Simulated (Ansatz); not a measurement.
CdTe:

```
Te Cd
1.0
     0.00000    3.20500    3.20500
     3.20500    0.00000    3.20500
     3.20500    3.20500    0.00000
Te Cd
1 1
Direct
  0.75000 0.75000 0.75000
  0.00000 0.00000 0.00000
```

```yaml
Program: Ansatz 0.2.0
Task: relaxation of cell and atoms
Functional: RPBE
Dispersion: D3(BJ)
Potentials_or_basis: Ansatz PAW
Cutoff: "420 eV (not typed: the program's choice for these potentials)"
k_mesh: 7 × 7 × 7
Occupations: fermi-dirac, width 0.05 eV
Spin: no spin polarisation
```

At the start: volume 32.92 Å³/atom.

Question: Where does the relaxation end?

Answer: It ends after 5 steps and the volume is 30.96 Å³/atom (-6.0 %); space group F-43m (No. 216, to 0.05 Å).

The path:
| step | energy change (eV) | largest force (eV/Å) | volume (Å³) |
| --- | --- | --- | --- |
| 1 | 0.0000 | 0.0000 | 65.84 |
| 2 | -0.0189 | 0.0000 | 59.24 |
| 3 | -0.0391 | 0.0000 | 62.21 |
| 4 | -0.0395 | 0.0000 | 61.92 |
| 5 | -0.0384 | 0.0000 | 61.92 |

Final structure:
```cif
data_structure
_symmetry_space_group_name_H-M 'P 1'
_symmetry_Int_Tables_number 1
_cell_length_a 4.4406
_cell_length_b 4.4406
_cell_length_c 4.4406
_cell_angle_alpha 60.000
_cell_angle_beta 60.000
_cell_angle_gamma 60.000
_cell_volume 61.92
loop_
_atom_site_label
_atom_site_type_symbol
_atom_site_fract_x
_atom_site_fract_y
_atom_site_fract_z
_atom_site_occupancy
Te1 Te 0.75000 0.75000 0.75000 1
Cd1 Cd 0.00000 0.00000 0.00000 1
```

Caveat: the plane-wave basis is chosen anew once the cell has moved, so the energies of steps on either side of that aren't comparable; the PAW data sets come from PBE, with cores solved anew for the run's functional, which leaves a small shift of forces and pressure.
